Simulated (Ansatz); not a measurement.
# Si3N4 at a changed volume — field gradients at the nuclei

The cell is a structure deposited in the COD, relaxed with PBE at fixed cell and then changed (volume scaled by 0.96, ions relaxed).

Space group P6_3/m (No. 176); a = 7.4924, c = 2.8631 Å, γ = 120.00°.

```csv
site,Wyckoff,site symmetry,x,y,z
Si,6h,m..,0.7646,0.1710,0.2500
N7,6h,m..,0.0267,0.3290,0.2500
N13,2d,-6..,0.3333,0.6667,0.7500
```

One atom of each set is listed.

Level of theory: DFT, PBE, plane waves and PAW, scalar-relativistic, 420 eV cutoff, Γ-centred 5×5×10 k-points, Fermi–Dirac smearing 0.02 eV (Ansatz 0.2.0).

Conventions: |V_zz| ≥ |V_yy| ≥ |V_xx|, η = (V_xx − V_yy)/V_zz, C_Q = eQV_zz/h.

14N: I = 1, Q = 20.44 mb. Q values from Pyykkö, Mol. Phys. 116, 1328 (2018).

| site | atoms | first shell | V_zz (10²¹ V/m²) | η | C_Q (MHz) |
| --- | --- | --- | --- | --- | --- |
| Si | 6 | 4 N at 1.71 Å | 1.05 | 0.37 | – |
| N7 | 6 | 3 Si at 1.71 Å | -4.49 | 0.09 | -2.22 |
| N13 | 2 | 3 Si at 1.71 Å | -4.40 | 0.00 | -2.17 |

An axis of threefold or higher order runs through N13, so V_zz lies along it and η is zero. At N7 V_zz stands upright on the plane through its three neighbours (within 2°).

Si has no stable isotope with a ground-state quadrupole moment in the table, so no C_Q is given.

At this changed cell the PBE pressure is 18 GPa.
